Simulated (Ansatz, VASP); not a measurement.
**Ni (Ni wire along [100], 9 atoms a period): VASP beside Ansatz**

Wanted: the spread between two codes on one cell, functional and k mesh. The structure shown is the start of the Ansatz relaxation below; VASP solves that cell, so the two are compared at the walk's first step.

Main program and level: Ansatz 0.2.0; plane waves, with VASP 6.6.1 beside it; single point at PBE.

## Step 1: Starting point

The cell holds 9 atoms: 9 Ni. Cell: a = 10.320 Å, b = 10.320 Å, c = 3.520 Å, α = 90.0°, β = 90.0°, γ = 90.0°. Vacuum lies along a and b. The structure's axis is c.

## Step 2: Ansatz: relaxation, PBE

Ansatz runs on its PAW soft_1 files.

The two programs are compared at the cell with which this relaxation starts, whose forces are those of its first step.

The input, input.yaml:

```yaml
crystal:
  lattice:
    - [10.32, 0.0, 0.0]
    - [0.0, 10.32, 0.0]
    - [0.0, 0.0, 3.52]
  atoms:
    - { symbol: Ni, position: [0.329457364, 0.329457364, 0.0], spin: 0.8 }
    - { symbol: Ni, position: [0.329457364, 0.670542636, 0.0], spin: 0.8 }
    - { symbol: Ni, position: [0.5, 0.5, 0.0], spin: 0.8 }
    - { symbol: Ni, position: [0.670542636, 0.329457364, 0.0], spin: 0.8 }
    - { symbol: Ni, position: [0.670542636, 0.670542636, 0.0], spin: 0.8 }
    - { symbol: Ni, position: [0.329457364, 0.5, 0.5], spin: 0.8 }
    - { symbol: Ni, position: [0.5, 0.329457364, 0.5], spin: 0.8 }
    - { symbol: Ni, position: [0.5, 0.670542636, 0.5], spin: 0.8 }
    - { symbol: Ni, position: [0.670542636, 0.5, 0.5], spin: 0.8 }
magnetization:
  spin_polarized: true
kpoints:
  mp_grid: { grid: [1, 1, 23] }
scf:
  occupations: { method: fermi_dirac, width: 0.05 }
hamiltonian:
  xc: pbe
  pseudopotentials: { kind: paw, azcp: { folder: soft_1 } }
relax:
  cell: { fix: [a, b, alpha, beta, gamma] }
  max_steps: 45
  f_tol: 0.03
```

On the command line:

```
> ansatz run input.yaml --threads 4 --pin off --max-ram 16384MiB --backend cpu --events-out ev --progress --plain --runs-dir out
```

Numbers of over 12 decimals in the logs are rounded to 6 here.

Output:

```text
Engine: ansatz 0.2.0, aarch64-unknown-linux-gnu
Pseudopotentials: kind: paw
Pseudopotential: Ni, paw, valence charge 18, recommended cutoff 420 eV (normal), soft_1/Ni.paw.azcp
Functional definition: PBE
  parameter kappa = 0.804
  parameter beta = 0.066725
  exchange = pbe_x(kappa = kappa, mu = beta*pi^2/3)
  correlation = pbe_c(beta = beta)
Crystal: 9 atoms, lattice volume = 374.888 Å³
Basis set: ecut = 420 eV, 7255 PW (Γ), exchange–correlation on 144×144×48 points (8 copies of the dense FFT grid, shifted against one another)
Bands: 102, of which v1, the nominal top of the filled ones, is band 81 counted from 1 (80 counted from 0)
Symmetry: 16 space group operations
Space group: P4/mmm (ITA 123), of the structure as read, at distance tolerance 7.2e-5 Å
Magnetic group: BNS 123.339 (UNI 999), of the structure as read, at distance tolerance 7.2e-5 Å
k-points: 12 of 23
Non-local potential: Ni, projectors of the file, l = 0: 3, l = 1: 2, l = 2: 3, l = 3: 1
PAW form: soft (Blöchl's): semilocal exchange-correlation on the pseudo side does not see the compensation charge
PAW one-centre angular grid: Ni, 590 points (default); XC on 64 Gauss nodes
Initial density: superposition of atomic densities (neutral atoms: chi_scale 0, normalization atom)
Starting moments: Σ|m| = 7.2 μB on 9 of 9 sites
Initial wavefunctions: pseudopotential atomic-orbital guess
Functional: x = pbe(κ = 0.804, μ = 0.219515), c = pbe(β = 0.066725)
SCF iter   1: F=—  HF=-52537.791955 eV  |F-HF|=—  |Δ(HF+E_count)|=         —  Δρ=2.89e-2 (↑2.89e-2 ↓1.59e-2)  dr2=1.85e1  dr2_m=6.00e-1  M=7.663 μB ∫|m|=7.938 μB  β_m=0.30  ethr=3.10e-3  ⟨swp⟩=7.9  Hψ=10803  notcnv=0  defer=53
Mixer restart at iter 1: flushing history
preconditioner: auto → LDOS  [metal: Δε(μ)=0.004 eV  Ē_g=5.639 eV  σ=0.050 eV  W_gap=0.02  n_scr=86 (ndim 8)  ℏωp=18.2 eV  f_vac=0.570  D(μ)=29.02/eV (n_scr^D=332)]
spin=Collinear: LDOS preconditioning applied to the charge; magnetization (m = ρ↑ − ρ↓) channel mixes plain (no charge-response kernel on spin).
SCF iter   2: F=—  HF=-52540.043351 eV  |F-HF|=—  |Δ(HF+E_count)|=    2.25e0  Δρ=2.05e-2 (↑2.05e-2 ↓9.29e-3)  dr2=4.63e0  dr2_m=4.05e-1  M=7.878 μB ∫|m|=8.180 μB  β_m=0.42  ethr=3.10e-3  ⟨swp⟩=2.6  Hψ=4181  notcnv=0  defer=214
SCF iter   3: F=—  HF=-52545.012022 eV  |F-HF|=—  |Δ(HF+E_count)|=    4.97e0  Δρ=8.41e-3 (↑5.21e-3 ↓8.41e-3)  dr2=2.42e-1  dr2_m=1.15e-1  M=7.975 μB ∫|m|=8.427 μB  β_m=0.48  ethr=2.86e-3  ⟨swp⟩=3.0  Hψ=3824  notcnv=0  defer=218
SCF iter   4: F=—  HF=-52546.155780 eV  |F-HF|=—  |Δ(HF+E_count)|=         —  Δρ=4.74e-3 (↑4.74e-3 ↓3.61e-3)  dr2=1.88e-1  dr2_m=1.19e-2  M=7.730 μB ∫|m|=8.299 μB  β_m=0.48  ethr=1.49e-4  ⟨swp⟩=2.9  Hψ=4184  notcnv=0  defer=226
SCF iter   5: F=—  HF=-52546.656331 eV  |F-HF|=—  |Δ(HF+E_count)|=   5.01e-1  Δρ=2.84e-3 (↑1.48e-3 ↓2.84e-3)  dr2=3.11e-2  dr2_m=1.21e-2  M=7.508 μB ∫|m|=8.169 μB  β_m=0.68  ethr=1.16e-4  ⟨swp⟩=2.1  Hψ=3798  notcnv=0  defer=226
SCF iter   6: F=—  HF=-52546.769992 eV  |F-HF|=—  |Δ(HF+E_count)|=   1.14e-1  Δρ=3.19e-3 (↑1.04e-3 ↓3.19e-3)  dr2=2.26e-2  dr2_m=1.29e-2  M=7.308 μB ∫|m|=8.033 μB  β_m=0.84  ethr=1.92e-5  ⟨swp⟩=2.2  Hψ=4037  notcnv=0  defer=229
SCF iter   7: F=—  HF=-52546.794088 eV  |F-HF|=—  |Δ(HF+E_count)|=   2.41e-2  Δρ=2.06e-3 (↑1.85e-3 ↓2.06e-3)  dr2=3.16e-2  dr2_m=1.22e-4  M=7.256 μB ∫|m|=8.017 μB  β_m=0.73  ethr=1.39e-5  ⟨swp⟩=2.2  Hψ=4651  notcnv=0  defer=229
SCF iter   8: F=—  HF=-52546.788125 eV  |F-HF|=—  |Δ(HF+E_count)|=   5.96e-3  Δρ=3.26e-4 (↑1.45e-4 ↓3.26e-4)  dr2=1.38e-4  dr2_m=1.51e-4  M=7.221 μB ∫|m|=7.982 μB  β_m=0.87  ethr=1.39e-5  ⟨swp⟩=2.0  Hψ=3769  notcnv=0  defer=229
SCF iter   9: F=—  HF=-52546.788246 eV  |F-HF|=—  |Δ(HF+E_count)|=   1.21e-4  Δρ=1.97e-4 (↑4.17e-5 ↓1.97e-4)  dr2=7.36e-5  dr2_m=4.36e-5  M=7.219 μB ∫|m|=7.982 μB  β_m=0.87  ethr=8.52e-8  ⟨swp⟩=2.8  Hψ=5133  notcnv=0  defer=223
[...]
SCF 10 converged in 9 iterations: F = -52549.843728 eV  dr2 = 7.06e-7
relax step  10: F+E_penalty+E_count = -52549.84372832 eV  Δ(F+E_penalty+E_count) = -8.757e-3 eV  max|allowed force component| = 1.252e-2 eV/Å  Δτ_max = 0.0171 Å  P = -0.115 GPa  Ω = 258.070 Å³  energy of the carried Pulay correction = +2.277e-2 eV  fix = [a, b, alpha, beta, gamma]  reactions: a -0.172, b -0.172 GPa  (9 SCF iters, dr2 threshold 9.00e-7 eV, accepted)
Basis set: ecut = 420 eV, 4973 PW (Γ), exchange–correlation on 144×144×36 points (8 copies of the dense FFT grid, shifted against one another)
Initial wavefunctions: pseudopotential atomic-orbital guess (no wavefunctions were taken with the density)
[...]
preconditioner: auto → LDOS  [metal: Δε(μ)=0.016 eV  Ē_g=6.433 eV  σ=0.050 eV  W_gap=0.08  n_scr=20 (ndim 8)  ℏωp=21.9 eV  f_vac=0.522  D(μ)=8.78/eV (n_scr^D=48)]
spin=Collinear: LDOS preconditioning applied to the charge; magnetization (m = ρ↑ − ρ↓) channel mixes plain (no charge-response kernel on spin).
[...]
SCF iter   4: F=—  HF=-52549.821230 eV  |F-HF|=—  |Δ(HF+E_count)|=   7.99e-5  Δρ=1.15e-4 (↑9.87e-5 ↓1.15e-4)  dr2=6.14e-5  dr2_m=2.00e-5  M=6.766 μB ∫|m|=7.547 μB  β_m=0.71  ethr=2.56e-7  ⟨swp⟩=2.0  Hψ=3459  notcnv=0
SCF iter   5: F=—  HF=-52549.821353 eV  |F-HF|=—  |Δ(HF+E_count)|=   1.23e-4  Δρ=7.47e-5 (↑7.47e-5 ↓6.71e-5)  dr2=2.43e-5  dr2_m=1.93e-6  M=6.764 μB ∫|m|=7.543 μB  β_m=0.64  ethr=3.79e-8  ⟨swp⟩=2.3  Hψ=4682  notcnv=0
SCF iter   6: F=—  HF=-52549.821359 eV  |F-HF|=—  |Δ(HF+E_count)|=   5.90e-6  Δρ=3.47e-5 (↑3.47e-5 ↓1.23e-5)  dr2=2.37e-6  dr2_m=4.66e-7  M=6.763 μB ∫|m|=7.542 μB  β_m=0.69  ethr=1.50e-8  ⟨swp⟩=2.0  Hψ=4490  notcnv=0
SCF iter   7: F=—  HF=-52549.821360 eV  |F-HF|=—  |Δ(HF+E_count)|=   5.63e-7  Δρ=2.08e-5 (↑5.79e-6 ↓2.08e-5)  dr2=1.21e-6  dr2_m=1.89e-7  M=6.763 μB ∫|m|=7.541 μB  β_m=0.71  ethr=1.46e-9  ⟨swp⟩=3.2  Hψ=5252  notcnv=0
SCF iter   8: F=—  HF=-52549.821360 eV  |F-HF|=—  |Δ(HF+E_count)|=   4.44e-8  Δρ=8.71e-6 (↑3.74e-6 ↓8.71e-6)  dr2=1.86e-7  dr2_m=5.30e-8  M=6.763 μB ∫|m|=7.541 μB  β_m=0.83  ethr=7.46e-10  ⟨swp⟩=2.0  Hψ=3447  notcnv=0
SCF iter   9: F=—  HF=-52549.821360 eV  |F-HF|=—  |Δ(HF+E_count)|=   1.19e-8  Δρ=6.86e-7 (↑5.49e-7 ↓6.86e-7)  dr2=2.06e-9  dr2_m=1.19e-10  M=6.763 μB ∫|m|=7.541 μB  β_m=0.81  ethr=1.15e-10  ⟨swp⟩=2.6  Hψ=4476  notcnv=0
SCF iter  10: F=—  HF=-52549.821359 eV  |F-HF|=—  |Δ(HF+E_count)|=   4.20e-7  Δρ=5.11e-7 (↑5.11e-7 ↓2.83e-7)  dr2=1.12e-9  dr2_m=1.71e-10  M=6.763 μB ∫|m|=7.541 μB  β_m=0.63  ethr=1.27e-12  ⟨swp⟩=3.2  Hψ=5380  notcnv=0
SCF iter  11: F=—  HF=-52549.821359 eV  |F-HF|=—  |Δ(HF+E_count)|=  7.06e-10  Δρ=2.99e-7 (↑2.99e-7 ↓8.78e-8)  dr2=1.85e-10  dr2_m=5.61e-11  M=6.763 μB ∫|m|=7.541 μB  β_m=0.58  ethr=1.00e-12  ⟨swp⟩=1.7  Hψ=2632  notcnv=0
SCF iter  12: F=—  HF=-52549.821359 eV  |F-HF|=—  |Δ(HF+E_count)|=  4.37e-10  Δρ=7.42e-8 (↑7.42e-8 ↓6.21e-8)  dr2=2.52e-11  dr2_m=8.39e-12  M=6.763 μB ∫|m|=7.541 μB  β_m=0.76  ethr=1.00e-12  ⟨swp⟩=1.6  Hψ=2654  notcnv=0
SCF iter  13: F=-52549.821359 eV  HF=-52549.821359 eV  |F-HF|=7.28e-12  |Δ(HF+E_count)|=  3.64e-11  Δρ=1.20e-7 (↑3.62e-8 ↓1.20e-7)  dr2=4.43e-11  dr2_m=9.13e-12  M=6.763 μB ∫|m|=7.541 μB  ethr=1.00e-12  ⟨swp⟩=3.3  Hψ=8111  notcnv=0
SCF 11 converged in 13 iterations: F = -52549.821359 eV  dr2 = 4.43e-11
relax step  11: F+E_penalty+E_count = -52549.82135925 eV  Δ(F+E_penalty+E_count) = +2.237e-2 eV  max|allowed force component| = 1.122e-2 eV/Å  Δτ_max = 0.0000 Å  P = -0.112 GPa  Ω = 258.070 Å³  fix = [a, b, alpha, beta, gamma]  reactions: a -0.163, b -0.163 GPa  stress off target by 1.10e-2 GPa on what of the cell is left free  SCF on the basis re-selected at this cell (its energy is not comparable with the rows above)  (13 SCF iters)
basis re-selected at this cell: Δ(F+E_penalty+E_count) = +2.237e-2 eV, ΔP = +0.003 GPa vs the last step (what re-selecting the basis moved, of the pressure what is left beyond the Pulay correction that the steps carried, after the strain that the cell walked since its last selection, with what the two solves' SCF thresholds leave and, on support functions, any second-order correction that the steps lacked; it is no measure of the basis error at this ecutwfc). The dense FFT grid was sized anew with the basis: this SCF ran on 72×72×18 points, the steps before it on 72×72×24, so part of this shift can come from that change (see relax.cell in the input reference). [rest of the remark cut]
SCF converged after 13 iterations
Magnetization: 6.7627 μB (84.3814 up, 77.6186 down)
Absolute magnetization: 7.5507 μB (∫|ρ↑−ρ↓|, with the PAW one-centre terms)
Spin contamination: 0.0967 ħ² per cell (⟨S²⟩ above its minimum at these occupations)
Per-site moments (μB) at R_I (Å): [(0.763809, 0.979901), (0.763809, 0.979901), (0.833482, 0.999544), (0.763809, 0.979901), (0.763809, 0.979901), (0.772459, 0.979901), (0.772459, 0.979901), (0.772459, 0.979901), (0.772459, 0.979901)]
Free energy (F): -52549.821359 eV
Harris-Foulkes:  -52549.821359 eV  (|F-HF|=7.28e-12)
Internal energy: -52549.741946 eV  (E = F + TS)
E sigma→0 (E₀):  -52549.781653 eV
Entropy (-TS):   -0.079413 eV (-8.824 meV/atom)
Fermi energy:    4.025616 eV
--- Per-component energies (eV) ---
  E_band       = -4812.605340
  E_kinetic    = 3047.750204
  E_local      = -92422.407585  (includes V_loc(G=0)·N_el)
  E_nonlocal   = -1038.517951
  E_hartree    = 46161.196206
  E_xc         = -1003.706839
  E_vxc        = -1293.761389  (∫ρ·V_xc dr)
  E_paw        = -14930.829505  (= ΣΔE_a)
  E_vpaw       = -5428.068871  (= ΣTr[D̂ρ^β])
  E_aug_tail   = 0.008518  (compensation charges beyond the density's cutoff)
  E_ewald      = 7636.765006
  E_smearing   = -0.079413  (= −TS)
  E_closure    = -0.000000  (closes the sum)
  Σ components = -52549.821359   (vs F -52549.821359, Δ=0.00e0)
--- Forces (eV/Å), atoms counted from 1 ---
  atom   1  Ni    -0.00600324    -0.00600324    -0.00000000
  atom   2  Ni    -0.00600324     0.00600324    -0.00000000
  atom   3  Ni    -0.00000000     0.00000000     0.00000000
  atom   4  Ni     0.00600324    -0.00600324     0.00000000
  atom   5  Ni     0.00600324     0.00600324     0.00000000
  atom   6  Ni     0.01122302     0.00000000    -0.00000000
  atom   7  Ni    -0.00000000     0.01122302     0.00000000
  atom   8  Ni     0.00000000    -0.01122302     0.00000000
  atom   9  Ni    -0.01122302     0.00000000     0.00000000
  max |Σ_I F_I| component: 3.15e-27 eV/Å
--- Stress (GPa, compression-positive) ---
       -0.162617      -0.000000       0.000000
        0.000000      -0.162617      -0.000000
        0.000000      -0.000000      -0.010992
  P = ⅓ Tr σ = -0.1121 GPa (-1.121 kbar)
--- Relaxed structure (10 steps of the walk, 10 accepted, 1 SCFs on fresh bases) ---
  F+E_penalty+E_count = -52549.82135925 eV   max|allowed force component| = 1.122e-2 eV/Å   (the final SCF, on the basis selected at the relaxed cell)
  cell:  # Å, volume = 258.0700 Å³
    - [10.32, 0.0, 0.0]
    - [0.0, 10.32, 0.0]
    - [0.0, 0.0, 2.423137]
  atoms:
    - { symbol: Ni, position: [0.302107, 0.302107, 0.0] }
    - { symbol: Ni, position: [0.302107, 0.697893, 0.0] }
    - { symbol: Ni, position: [0.500000, 0.500000, 0.0] }
    - { symbol: Ni, position: [0.697893, 0.302107, 0.0] }
    - { symbol: Ni, position: [0.697893, 0.697893, 0.0] }
    - { symbol: Ni, position: [0.295701, 0.500000, 0.5] }
    - { symbol: Ni, position: [0.500000, 0.295701, 0.5] }
    - { symbol: Ni, position: [0.500000, 0.704299, 0.5] }
    - { symbol: Ni, position: [0.704299, 0.500000, 0.5] }
```

In the SCF lines HF is the Harris–Foulkes energy and dr2 the Hartree energy of the density residual, in eV; the loop may stop once dr2 is under the threshold and the program's other checks hold. Hψ counts applications of the Hamiltonian.

[end of part 1 of 2]

[Lines on the potential files, build, host, timing and source positions are cut from VASP's logs without a mark.]

[Logs are printed without paths, hosts, clocks, repeated set-up lines and the standing remarks that a program may print on its own settings, such as how far it seeks lower states.]

[Hosts, paths, dates, database ids (printed as entryN), source tags and the programs' standing remarks are cut or masked in the printed files.]
